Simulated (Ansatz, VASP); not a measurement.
Cr in VASP and in Ansatz

The input INCAR:

```
PREC     = Accurate       # precision mode
ENCUT    = 520            # plane-wave cutoff, eV
EDIFF    = 1E-6           # SCF threshold, eV
ISMEAR   = -1             # smearing method
SIGMA    = 0.1            # smearing width, eV
LREAL    = F              # projectors in reciprocal space
LASPH    = T              # aspherical terms in the spheres
NELM     = 60             # most SCF steps
ALGO     = Normal         # electronic algorithm
ISIF     = 2              # what is computed and relaxed
LWAVE    = F              # write WAVECAR
LCHARG   = F              # write CHGCAR
GGA      = RP             # functional
NBANDS   = 12             # bands
```

KPOINTS

```
Automatic mesh
0
Gamma
  25 25 25
```

POSCAR

```
Cr
1.0
   -1.3948413651      1.3948413651      1.3948413651
    1.3948413651     -1.3948413651      1.3948413651
    1.3948413651      1.3948413651     -1.3948413651
Cr
1
Direct
    0.0000000000      0.0000000000      0.0000000000
```

Input for Ansatz:

```yaml
crystal:
  lattice:
    - [-1.3948413651, 1.3948413651, 1.3948413651]
    - [1.3948413651, -1.3948413651, 1.3948413651]
    - [1.3948413651, 1.3948413651, -1.3948413651]
  atoms:
    - { symbol: Cr, position: [0.0, 0.0, 0.0] }
hamiltonian:
  xc: rpbe
  pseudopotentials:
    kind: paw
    azcp:
      Cr: "pseudopotentials/Cr.paw.azcp"
basis:
  ecutwfc: 420
  fft_grid_basis: typed
kpoints:
  mp_grid: { grid: [25, 25, 25], shift: [0, 0, 0] }
magnetization:
  spin_polarized: false
scf:
  occupations: { method: fermi_dirac, width: 0.1 }
output:
  stress: true
```

Alike in both runs: task single point; functional RPBE; k mesh 25 × 25 × 25; occupations fermi-dirac, width 0.1 eV; no spin polarisation.

|  | VASP | Ansatz |
| --- | --- | --- |
| version | VASP 6.6.1 | Ansatz 0.2.0 |
| potentials or method | VASP PAW PBE potentials, release 64 (Cr_pv) | plane waves (420 eV) with PAW, scalar-relativistic |
| plane-wave cutoff (eV) | 520 | 420 |
| valence electrons in the cell | 12 | 14 |

```csv
,VASP,Ansatz,Ansatz less VASP
pressure (GPa),23.6,24.1,+0.50
```

The two sets of potentials don't hold the same shells in valence.

Caveats: so large a pressure means that the cell lies far from this level's equilibrium, or that cutoff or potentials fall short (VASP); the potentials were made for another functional, which shifts forces and pressure (VASP); the run has no spin polarisation, though such a crystal can be magnetic. Spin polarisation is off, so any magnetic state and its effect on volume and gap are missing.
